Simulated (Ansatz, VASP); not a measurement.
# One calculation of SiO2, two programs

The input POSCAR:

```
SiO2
1.0
   -2.4732446449      2.4732446449      3.6563572106
    2.4732446449     -2.4732446449      3.6563572106
    2.4732446449      2.4732446449     -3.6563572106
Si O
2 4
Direct
    0.0000000000      0.0000000000      0.0000000000
    0.7500000000      0.2500000000      0.5000000000
    0.9731664718      0.6250000000      0.8481664718
    0.3750000000      0.2231664718      0.3481664718
    0.7768335282      0.1250000000      0.1518335282
    0.8750000000      0.0268335282      0.6518335282
```

Contents of INCAR.step1:

```
  PREC = Accurate
  ENCUT = 520
  ISMEAR = 0
  SIGMA = 0.05
  LREAL = False
  LASPH = True
  NELM = 60
  NBANDS = 25
  GGA = PE
  ALGO = Normal
  EDIFF = 1E-4
  LWAVE = True
  LCHARG = False
```

INCAR.step2

```
  PREC = Accurate
  ENCUT = 520
  EDIFF = 1E-7
  ISMEAR = 0
  SIGMA = 0.05
  LREAL = False
  LASPH = True
  NELM = 60
  ALGO = Normal
  ISIF = 2
  LWAVE = False
  LCHARG = True
  METAGGA = R2SCAN
  LMIXTAU = True
  LELF = True
  LVHAR = True
  NBANDS = 25
  ISTART = 1
```

KPOINTS

```
Automatic mesh
0
Gamma
  6 6 6
```

Input for Ansatz:

```yaml
crystal:
  lattice:
    - [-2.4732446225, 2.4732446225, 3.656357198]
    - [2.4732446225, -2.4732446225, 3.656357198]
    - [2.4732446225, 2.4732446225, -3.656357198]
  atoms:
    - { symbol: Si, position: [0.0, 0.0, 0.0] }
    - { symbol: Si, position: [0.75, 0.25, 0.5] }
    - { symbol: O, position: [0.9731664815, 0.625, 0.8481664815] }
    - { symbol: O, position: [0.375, 0.2231664815, 0.3481664815] }
    - { symbol: O, position: [0.7768335185, 0.125, 0.1518335185] }
    - { symbol: O, position: [0.875, 0.0268335185, 0.6518335185] }
basis:
  ecutwfc: 500
kpoints:
  mp_grid: { grid: [6, 6, 6] }
hamiltonian:
  xc: r2scan
scf:
  occupations: { method: gaussian, width: 0.05 }
output:
  forces: true
  stress: true
  eigenvalues: true
```

Alike in both runs: task single point; functional r2SCAN; k mesh 6 × 6 × 6; occupations gaussian, width 0.05 eV; no spin polarisation.

```csv
,VASP,Ansatz
version,VASP 6.6.1,Ansatz 0.2.0
potentials or method,"VASP PAW PBE potentials, release 64 (Si, O)","scalar-relativistic, plane waves, PAW"
plane-wave cutoff (eV),520,500
valence electrons in the cell,32,32
```

Ansatz gave:

- gap on the k mesh at the Fermi level (eV): 6.56
- least direct gap on the mesh (eV): 6.56
- pressure (GPa): 0.0

Q: What did VASP give for the same quantities?

A: gap on the k mesh at the Fermi level (eV): 6.56; least direct gap on the mesh (eV): 6.56; pressure (GPa): 0.2.

Caveats: the PAW data sets were made with another functional, which shifts forces and pressure a little (VASP). A k mesh can miss the band edges. r2SCAN opens gaps a little over a GGA but as a rule still falls short of measured ones.
